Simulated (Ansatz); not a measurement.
C3H9N can be A, `CCCN`, or B, `CCNC`.

Program: Ansatz. Geometries: PBE0-D4/def2-TZVP. ΔE: electronic, gas phase. CCSD(T)/CBS adds triple-zeta CCSD(T) − MP2 to the extrapolated MP2 energy (def2 sets, frozen cores). DFT in def2-TZVPP. B3LYP here is the variant with VWN-RPA as its local correlation; programs differ in this. One conformer a species, not always the lowest.

A:

Z-matrix (Å, degrees):
```
C
C 1 1.519
H 1 1.092 2 111.5
H 1 1.094 2 111.0 3 120.1
H 1 1.093 2 111.6 3 -119.8
C 2 1.526 1 113.6 3 -178.9
H 2 1.097 1 109.8 3 58.9
H 2 1.096 1 109.6 3 -57.3
N 6 1.453 2 116.6 1 -62.5
H 6 1.096 2 109.2 1 59.7
H 6 1.095 2 109.1 1 175.1
H 9 1.013 6 110.6 2 -56.5
H 9 1.012 6 110.9 2 62.0
```

B:

Z-matrix (Å, degrees):
```
C
C 1 1.514
H 1 1.092 2 110.6
H 1 1.092 2 111.0 3 120.6
H 1 1.094 2 111.0 3 -119.8
N 2 1.447 1 111.2 3 57.6
H 2 1.096 1 109.7 3 -61.5
H 2 1.106 1 109.7 3 -177.6
C 6 1.445 2 113.2 1 177.3
H 6 1.013 2 109.3 1 54.5
H 9 1.104 6 114.0 2 -54.9
H 9 1.094 6 109.5 2 65.4
H 9 1.092 6 109.9 2 -176.7
```

(1) Which isomer does CCSD(T)/CBS put lower? Give the gap. (Estimate.)

(2) Give E(B) − E(A) in kcal/mol with HF/def2-TZVPP, ωB97M-V, B2PLYP, B3LYP, CCSD(T)/def2-TZVPP, PBE-D4, MP2/def2-TZVPP. (Best estimate.)

Largest T1 diagnostic: 0.009.

## Answers

(1) Ansatz gave: A, by 6.3 kcal/mol.

(2) Computed: HF/def2-TZVPP 4.8, ωB97M-V 6.0, B2PLYP 5.5, B3LYP 5.1, CCSD(T)/def2-TZVPP 6.1, PBE-D4 5.7, MP2/def2-TZVPP 6.4. None reverses the order clearly.

In def2-TZVPP, CCSD(T) changes the Hartree–Fock value by +1.3 kcal/mol (the triples alone add +0.1 kcal/mol) and MP2 by +1.5 kcal/mol.
